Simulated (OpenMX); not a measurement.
A run of OpenMX 3.8.5 is set up as follows.

Te.dat

```
System.CurrrentDirectory             ./
System.Name                          Te
DATA.PATH                            ./DFT_DATA13
level.of.stdout                      1
level.of.fileout                     0
Species.Number                       1
<Definition.of.Atomic.Species
  Te  Te7.0-s3p2d2f1         Te_PBE13
Definition.of.Atomic.Species>

Atoms.Number                         1
Atoms.SpeciesAndCoordinates.Unit     AU
<Atoms.SpeciesAndCoordinates
    1  Te    0.0000000000    0.0000000000    4.6617729682   8.000  8.000     0.00    0.00    0.00    0.00  0  off
Atoms.SpeciesAndCoordinates>

Atoms.UnitVectors.Unit               AU
<Atoms.UnitVectors
     4.2380827288    2.4468582044    3.1078486454
    -4.2380827288    2.4468582044    3.1078486454
     0.0000000000   -4.8937164089    3.1078486454
Atoms.UnitVectors>

scf.XcType                           GGA-PBE
scf.SpinPolarization                 nc
scf.SpinOrbit.Coupling               on
scf.ElectronicTemperature            580.226
scf.energycutoff                     500.0
scf.maxIter                          100
scf.EigenvalueSolver                 band
scf.Kgrid                            7 7 7
scf.Mixing.Type                      rmm-diisk
scf.Init.Mixing.Weight               0.05
scf.Min.Mixing.Weight                0.001
scf.Max.Mixing.Weight                0.3
scf.Mixing.History                   25
scf.Mixing.StartPulay                8
scf.criterion                        1.0e-7
scf.dftD                             on
version.dftD                         2
DFTD.IntDirection                    1 1 1
MD.Type                              nomd
Dos.fileout                          on
Dos.Erange                           -10.0 10.0
Dos.Kgrid                            9 9 9
```

File dos.in:

```
1
1
```

Contents of pdos.in:

```
1
2
1
```

Potentials or basis: OpenMX 2013 PBE set, Te7.0-s3p2d2f1, grid cutoff 500 Ry.

The run is started by

```sh
$ openmx Te.dat -nt 1 > Te.std
$ DosMain Te.Dos.val Te.Dos.vec < dos.in
$ DosMain Te.Dos.val Te.Dos.vec < pdos.in
```

Q: What does it give for the band gap on the k mesh?

A: None (metal or under the smearing width).

Q: Predict the net moment.

A: 0.00 μB per cell.

States per cell in windows of 1 eV (zero at the Fermi level; states under -8 eV left out):
```csv
from (eV),total,Te1_p,Te1_d,Te1_f,Te1_s
-8.0,0.00,0.00,0.00,0.00,0.00
-7.0,0.25,0.23,0.01,0.00,0.00
-6.0,0.72,0.65,0.05,0.01,0.01
-5.0,0.74,0.66,0.06,0.02,0.01
-4.0,0.69,0.60,0.07,0.02,0.02
-3.0,0.57,0.48,0.07,0.01,0.01
-2.0,0.55,0.46,0.07,0.01,0.01
-1.0,0.52,0.42,0.06,0.02,0.01
0.0,0.57,0.45,0.07,0.04,0.01
1.0,0.65,0.50,0.07,0.07,0.01
2.0,0.70,0.47,0.16,0.07,0.00
3.0,0.47,0.15,0.28,0.05,0.00
4.0,0.38,0.04,0.28,0.06,0.00
5.0,0.41,0.01,0.32,0.08,0.00
6.0,0.48,0.01,0.36,0.11,0.00
7.0,0.69,0.02,0.49,0.18,0.01
```

Caveat: total energies with and without spin-orbit coupling shouldn't be compared in this program; the basis of atomic orbitals isn't converged, which shifts pressures, moduli and gaps.
